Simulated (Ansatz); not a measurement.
# Ag (Fm-3m) in Ansatz: reference runs

How does Ag come out in PBE? The cell is run as given and disturbed.

All numbers are computed with Ansatz 0.2.0; they aren't measurements. Logs are shortened: lines on timing, memory, paths and dates and some standing lists are left out, and cuts for length are marked.

### 1 Starting point

It takes space group Fm-3m (No. 225, cubic). The conventional cell has a = 4.085 Å, b = 4.085 Å, c = 4.085 Å, α = 90.00°, β = 90.00°, γ = 90.00°. Ag (site symmetry m-3m) is surrounded by 12 Ag at 2.89 Å.

### 2 Single point, PBE

input.yaml reads:

```yaml
crystal:
  lattice:
    - [0.0, 2.04275, 2.04275]
    - [2.04275, 0.0, 2.04275]
    - [2.04275, 2.04275, 0.0]
  atoms:
    - { symbol: Ag, position: [0.0, 0.0, 0.0] }
kpoints:
  mp_grid: { grid: [11, 11, 11] }
scf:
  occupations: { method: fermi_dirac, width: 0.05 }
hamiltonian:
  xc: pbe
  pseudopotentials: { kind: all_electron, lapw: { basis_error: 0.001 } }
output:
  forces: true
  stress: true
  eigenvalues: true
  populations: true
```

Potentials or basis: all-electron LAPW, scalar-relativistic.

Command:

```sh
$ ansatz run input.yaml --threads 1 --pin off --max-ram 2560MiB --backend cpu --events-out ev --progress --plain --runs-dir out
```

The log of the run:

```text
Warning: RAYON_NUM_THREADS=1 ignored (pool sized by the plan → 1); use --threads N
Ag: projections on atomic orbitals take those of the free atom 1s2 2s2 2p6 3s2 3p6 3d10 4s2 4p6 4d10 5s1, of charge +0.00 (hamiltonian.pseudopotentials.projection_atoms)
LAPW: plane waves up to 7.943 Å⁻¹, error target 1.0e-3 eV per atom; small_component_spin mean_spin; Ag in spheres of 1.444 Å, 19 of its electrons in bands, Dirac shells [] (how accurate: hamiltonian.pseudopotentials.lapw.basis_error, Limitations)
Engine: ansatz 0.2.0, x86_64-unknown-linux-gnu
Pseudopotentials: kind: all_electron
Pseudopotential: Ag, LAPW, valence charge 19, lapw/all_electron/scalar/gaussian/Ag, Koelling and Harmon's equation, gaussian nucleus
Functional definition: PBE
  parameter kappa = 0.804
  parameter beta = 0.06672455060314922
  exchange = pbe_x(kappa = kappa, mu = beta*pi^2/3)
  correlation = pbe_c(beta = beta)
Crystal: 1 atoms, lattice volume = 17.048 Å³
Basis set: ecut = 240.3564010774732 eV, 137 PW (Γ), exchange–correlation at level 2
Bands: 14, of which v1, the nominal top of the filled ones, is band 10 counted from 1 (9 counted from 0)
Symmetry: 48 space group operations
Space group: Fm-3m (ITA 225), of the structure as read, at distance tolerance 2.6e-5 Å
k-points: 56 of 1331
Non-local potential: Ag, projectors of the file, none
Initial density: superposition of atomic densities (chi_scale 0.1, normalization cell)
Initial wavefunctions: plane waves of lowest kinetic energy (no species holds an atomic orbital)
Functional: x = pbe(κ = 0.804, μ = 0.2195149727645171), c = pbe(β = 0.06672455060314922)
iter 1 solved again at ethr=2.08e-4 eV; its pass at ethr=1.00e-1 eV (dr2=3.95e-2 eV) is discarded
SCF iter   1: F=—  HF=-144656.535487 eV  |F-HF|=—  |Δ(HF+E_count)|=         —  Δρ=1.98e-2  dr2=3.98e-2  ethr=2.08e-4  ⟨swp⟩=3.0  Hψ=5827  notcnv=0
preconditioner: auto → none  [insulator: Δε(μ)=0.160 eV  Ē_g=15.707 eV  σ=0.050 eV  W_gap=0.66  n_scr=8 (ndim 8)  ℏωp=29.8 eV  f_vac=0.000  D(μ)=0.24/eV (n_scr^D=0)  ε∞_Penn≈4.6]
iter 2 solved again at ethr=7.32e-7 eV; its pass at ethr=2.08e-4 eV (dr2=1.39e-4 eV) is discarded
SCF iter   2: F=—  HF=-144656.349322 eV  |F-HF|=—  |Δ(HF+E_count)|=   1.86e-1  Δρ=9.77e-4  dr2=1.40e-4  ethr=7.32e-7  ⟨swp⟩=2.8  Hψ=4150  notcnv=0
SCF iter   3: F=—  HF=-144656.294662 eV  |F-HF|=—  |Δ(HF+E_count)|=   5.47e-2  Δρ=3.38e-3  dr2=1.07e-3  ethr=7.32e-7  ⟨swp⟩=3.0  Hψ=2514  notcnv=0
SCF iter   4: F=—  HF=-144656.293434 eV  |F-HF|=—  |Δ(HF+E_count)|=   1.23e-3  Δρ=5.17e-4  dr2=2.32e-5  ethr=7.32e-7  ⟨swp⟩=2.8  Hψ=2226  notcnv=0
SCF iter   5: F=—  HF=-144656.293457 eV  |F-HF|=—  |Δ(HF+E_count)|=   2.25e-5  Δρ=3.01e-5  dr2=1.06e-7  ethr=1.22e-7  ⟨swp⟩=2.0  Hψ=2110  notcnv=0
SCF iter   6: F=-144656.293457 eV  HF=-144656.293457 eV  |F-HF|=1.16e-10  |Δ(HF+E_count)|=   5.80e-7  Δρ=4.72e-6  dr2=1.85e-9  ethr=5.57e-10  ⟨swp⟩=3.0  Hψ=2215  notcnv=0
SCF 1 converged in 6 iterations: F = -144656.293457 eV  dr2 = 1.85e-9
SCF converged after 6 iterations
Free energy (F): -144656.293457 eV
Harris-Foulkes:  -144656.293457 eV  (|F-HF|=1.16e-10)
Internal energy: -144656.290720 eV  (E = F + TS)
E sigma→0 (E₀):  -144656.292089 eV
Entropy (-TS):   -0.002737 eV (-2.737 meV/atom)
Fermi energy:    19.050702 eV
--- Per-component energies (eV) ---
  E_band       = -206.854995
  E_kinetic    = 151248.983666
  E_xc         = -4066.805440
  E_electrostatic = -291838.468946  (all electrons and nuclei)
  E_smearing   = -0.002737  (= −TS)
  E_closure    = 0.000000  (closes the sum)
  E_atoms      = -144653.584547  (free atoms, spherical and without spin; not in F)
  Σ components = -144656.293457   (vs F -144656.293457, Δ=0.00e0)
  Basis errors (estimates in eV, not in F): energy 1.8e-4 per atom: plane waves 1.7e-4 (1.2e-4 summed), levels above the bands 1.3e-148, relativity 5.4e-8, radial functions 6.8e-6, core shells 4.9e-7; eigenvalues (radial functions only) 6.2e-6; not estimated: angular momenta, meshes, grids; target (lapw.basis_error) 1.0e-3; muffin-tin radii Ag 1.444 Å
--- Forces (eV/Å), atoms counted from 1 ---
  atom   1  Ag    -0.00000000     0.00000000     0.00000000
  max |Σ_I F_I| component: 2.63e-31 eV/Å
--- Stress (GPa, compression-positive) ---
        4.397116       0.000000       0.000000
        0.000000       4.397116      -0.000000
        0.000000      -0.000000       4.397116
  P = ⅓ Tr σ = 4.3971 GPa (43.971 kbar)
--- Band table (eV; the first three rows and the last of 56) ---
  k-point 0: bands = ["-73.1763", "-36.5633", "-36.5633", "-36.5633", "11.0225", "14.0116", "14.0116", "14.0116", "15.0498", "15.0498", "34.6828", "38.2662", "38.2662", "38.2662"]
  k-point 1: bands = ["-73.1750", "-36.5764", "-36.5652", "-36.5652", "11.2784", "13.9561", "14.0801", "14.0801", "15.0256", "15.0256", "34.6594", "36.5234", "38.3781", "38.3781"]
  k-point 2: bands = ["-73.1713", "-36.6114", "-36.5705", "-36.5705", "11.9448", "13.9202", "14.2031", "14.2031", "15.0349", "15.0349", "32.5138", "35.5578", "38.5419", "38.5419"]
  k-point 55: bands = ["-73.1535", "-36.6779", "-36.6690", "-36.6236", "13.1239", "13.5364", "13.9580", "15.0704", "15.9964", "24.1596", "24.3443", "26.1258", "28.0165", "39.8335"]
--- Löwdin populations: 1 site ---
  site symbol       q [e]
     0     Ag     46.8727
  spilling = 0.002709 (of n_electrons = 47.000000)
```

Run time: 2.2 s. Hardware: 1 thread of AMD EPYC 9R45 (Zen 5), shared host; peak memory 0.3 GiB.

Results:

```yaml
Free_energy: -144656.2935 eV
Pressure: 4.4 GPa
Band_gap_on_the_k_mesh: none (metal or under the smearing width)
```

### 3 Single point, PBE (cell strained at random at fixed volume)

input.yaml, as its differences from that of step 2:

```diff
@@ -2,7 +2,7 @@
   lattice:
-    - [0.0, 2.04275, 2.04275]
-    - [2.04275, 0.0, 2.04275]
-    - [2.04275, 2.04275, 0.0]
+    - [-0.006223, 2.038628, 2.0672]
+    - [2.014973, 0.046946, 2.01403]
+    - [2.085595, 2.05608, -0.023676]
   atoms:
-    - { symbol: Ag, position: [0.0, 0.0, 0.0] }
+    - { symbol: Ag, position: [0.002206, 0.028552, -0.010434] }
 kpoints:
```

Potentials or basis: all-electron LAPW, scalar-relativistic.

Command:

```sh
$ ansatz run input.yaml --threads 1 --pin off --max-ram 2560MiB --backend cpu --events-out ev --progress --plain --runs-dir out
```

The log of the run:

```text
Warning: RAYON_NUM_THREADS=1 ignored (pool sized by the plan → 1); use --threads N
Ag: projections on atomic orbitals take those of the free atom 1s2 2s2 2p6 3s2 3p6 3d10 4s2 4p6 4d10 5s1, of charge +0.00 (hamiltonian.pseudopotentials.projection_atoms)
LAPW: plane waves up to 8.107 Å⁻¹, error target 1.0e-3 eV per atom; small_component_spin mean_spin; Ag in spheres of 1.419 Å, 19 of its electrons in bands, Dirac shells [] (how accurate: hamiltonian.pseudopotentials.lapw.basis_error, Limitations)
[... 8 set-up lines as earlier in the session ...]
Crystal: 1 atoms, lattice volume = 17.048 Å³
Basis set: ecut = 250.38483472977387 eV, 165 PW (Γ), FFT grids on a1−a2, a2, −a2+a3, exchange–correlation at level 2
Bands: 14, of which v1, the nominal top of the filled ones, is band 10 counted from 1 (9 counted from 0)
Symmetry: 2 space group operations
Space group: P-1 (ITA 2), of the structure as read, at distance tolerance 2.6e-5 Å
k-points: 666 of 1331
[... 4 set-up lines as earlier in the session ...]
iter 1 solved again at ethr=2.67e-4 eV; its pass at ethr=1.00e-1 eV (dr2=5.08e-2 eV) is discarded
SCF iter   1: F=—  HF=-144656.527081 eV  |F-HF|=—  |Δ(HF+E_count)|=         —  Δρ=2.20e-2  dr2=5.11e-2  ethr=2.67e-4  ⟨swp⟩=3.0  Hψ=68727  notcnv=0
preconditioner: auto → none  [metal: Δε(μ)=0.003 eV  Ē_g=15.713 eV  σ=0.050 eV  W_gap=0.01  n_scr=8 (ndim 8)  ℏωp=29.8 eV  f_vac=0.000  D(μ)=0.25/eV (n_scr^D=0)  sad-step TF]
iter 2 solved again at ethr=1.26e-5 eV; its pass at ethr=2.67e-4 eV (dr2=2.40e-3 eV) is discarded
SCF iter   2: F=—  HF=-144656.332384 eV  |F-HF|=—  |Δ(HF+E_count)|=   1.95e-1  Δρ=3.80e-3  dr2=2.40e-3  ethr=1.26e-5  ⟨swp⟩=2.0  Hψ=46953  notcnv=0
SCF iter   3: F=—  HF=-144656.288121 eV  |F-HF|=—  |Δ(HF+E_count)|=   4.43e-2  Δρ=4.87e-3  dr2=3.00e-3  ethr=1.26e-5  ⟨swp⟩=3.0  Hψ=29782  notcnv=0
SCF iter   4: F=—  HF=-144656.286837 eV  |F-HF|=—  |Δ(HF+E_count)|=   1.28e-3  Δρ=7.41e-4  dr2=7.22e-5  ethr=1.26e-5  ⟨swp⟩=2.0  Hψ=25067  notcnv=0
SCF iter   5: F=—  HF=-144656.286870 eV  |F-HF|=—  |Δ(HF+E_count)|=   3.25e-5  Δρ=3.64e-5  dr2=1.69e-7  ethr=3.80e-7  ⟨swp⟩=2.1  Hψ=25130  notcnv=0
SCF iter   6: F=-144656.286870 eV  HF=-144656.286870 eV  |F-HF|=1.86e-8  |Δ(HF+E_count)|=   4.63e-8  Δρ=5.31e-6  dr2=2.49e-9  ethr=8.89e-10  ⟨swp⟩=3.0  Hψ=27722  notcnv=0
SCF 1 converged in 6 iterations: F = -144656.286870 eV  dr2 = 2.49e-9
SCF converged after 6 iterations
Free energy (F): -144656.286870 eV
Harris-Foulkes:  -144656.286870 eV  (|F-HF|=1.86e-8)
Internal energy: -144656.284373 eV  (E = F + TS)
E sigma→0 (E₀):  -144656.285621 eV
Entropy (-TS):   -0.002497 eV (-2.497 meV/atom)
Fermi energy:    18.978085 eV
--- Per-component energies (eV) ---
  E_band       = -206.802880
  E_kinetic    = 151249.111001
  E_xc         = -4066.828643
  E_electrostatic = -291838.566731  (all electrons and nuclei)
  E_smearing   = -0.002497  (= −TS)
  E_closure    = 0.000000  (closes the sum)
  E_atoms      = -144653.584547  (free atoms, spherical and without spin; not in F)
  Σ components = -144656.286870   (vs F -144656.286870, Δ=0.00e0)
  Basis errors (estimates in eV, not in F): energy 2.2e-4 per atom: plane waves 2.1e-4 (1.1e-4 summed), levels above the bands 4.0e-152, relativity 4.3e-8, radial functions 7.4e-6, core shells 8.0e-7; eigenvalues (radial functions only) 1.3e-5; not estimated: angular momenta, meshes, grids; target (lapw.basis_error) 1.0e-3; muffin-tin radii Ag 1.419 Å
--- Forces (eV/Å), atoms counted from 1 ---
  atom   1  Ag     0.00000000     0.00000000     0.00000000
  max |Σ_I F_I| component: 0.00e0 eV/Å
--- Stress (GPa, compression-positive) ---
        5.022366      -1.839149       1.511343
       -1.839149       4.770255      -0.875280
        1.511343      -0.875280       4.681425
  P = ⅓ Tr σ = 4.8247 GPa (48.247 kbar)
--- Band table (eV; the first three rows and the last of 666) ---
  k-point 0: bands = ["-73.1717", "-36.5608", "-36.5585", "-36.5551", "11.0230", "13.8468", "13.9622", "14.2011", "15.0229", "15.1163", "34.6117", "37.5525", "38.0929", "39.2759"]
  k-point 1: bands = ["-73.1705", "-36.5712", "-36.5616", "-36.5571", "11.2664", "13.8254", "14.0036", "14.2454", "15.0149", "15.1006", "34.3511", "36.2007", "38.2229", "39.2963"]
  k-point 2: bands = ["-73.1672", "-36.6039", "-36.5658", "-36.5618", "11.8963", "13.8450", "14.0744", "14.3297", "15.0656", "15.1177", "31.8859", "35.6385", "38.4885", "39.4064"]
  k-point 665: bands = ["-73.1542", "-36.7169", "-36.5944", "-36.5789", "12.5476", "13.8151", "14.2220", "15.3770", "15.8080", "18.9408", "22.4087", "33.5453", "35.4597", "36.4454"]
--- Löwdin populations: 1 site ---
  site symbol       q [e]
     0     Ag     46.8778
  spilling = 0.002599 (of n_electrons = 47.000000)
```

It took 22 s on 1 thread of AMD EPYC 9R45 (Zen 5), shared host; peak memory 0.73 GiB.

What came out:

```
Free energy            : -144656.2869 eV
Pressure               : 4.8 GPa
Band gap on the k mesh : none (metal or under the smearing width)
```
